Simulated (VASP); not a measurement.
# In: relaxation of cell and atoms with PBE

In:

```
In
1.0
    -1.64983    1.64983    2.51250
     1.64983   -1.64983    2.51250
     1.64983    1.64983   -2.51250
In
1
Direct
  0.00000 0.00000 0.00000
```

- Program: VASP 6.6.1
- Task: relaxation of cell and atoms
- Functional: PBE
- Potentials or basis: VASP PAW PBE potentials, release 64 (In_d)
- Cutoff: 520 eV
- k mesh: 18 × 18 × 18
- Occupations: gaussian, width 0.1 eV
- Spin: no spin polarisation
- Further INCAR settings: ALGO = Fast; EDIFF = 1e-07; IBRION = 2; EDIFFG = -0.15; NSW = 80; ISIF = 3

```json
{"Pressure after relaxing": "0.2 GPa", "Band gap on the k mesh": "none (metal or under the smearing width)"}
```

Stress tensor (GPa, compression positive):
```
0.20 0.00 0.00
0.00 0.20 0.00
0.00 0.00 0.08
```

Final structure:
```xyz
1
Lattice="-1.6498 1.6498 2.5125 1.6498 -1.6498 2.5125 1.6498 1.6498 -2.5125" Properties=species:S:1:pos:R:3 pbc="T T T"
In    0.0000    0.0000    0.0000
```

Levels at points of the mesh, in eV from the Fermi level:
| k point | band 4 | band 5 | band 6 | band 7 | band 8 | band 9 |
| --- | --- | --- | --- | --- | --- | --- |
| (0.00, 0.00, 0.00) | -14.48 | -14.38 | -9.23 | 10.16 | 10.16 | 10.31 |
| (0.50, 0.00, 0.00) | -14.31 | -14.27 | -4.27 | -3.17 | 7.28 | 8.84 |
| (0.50, 0.50, 0.00) | -14.29 | -14.21 | -1.81 | -1.74 | 3.45 | 3.88 |
| (0.50, 0.50, 0.50) | -14.27 | -14.27 | -2.97 | -2.50 | 4.63 | 4.63 |

Run time: 85 s on 1 thread of Intel(R) Xeon(R) 6975P-C (Granite Rapids) (shared host), peak memory 0.26 GiB.

Caveat: the relaxation stopped at its first step, so nothing moved.
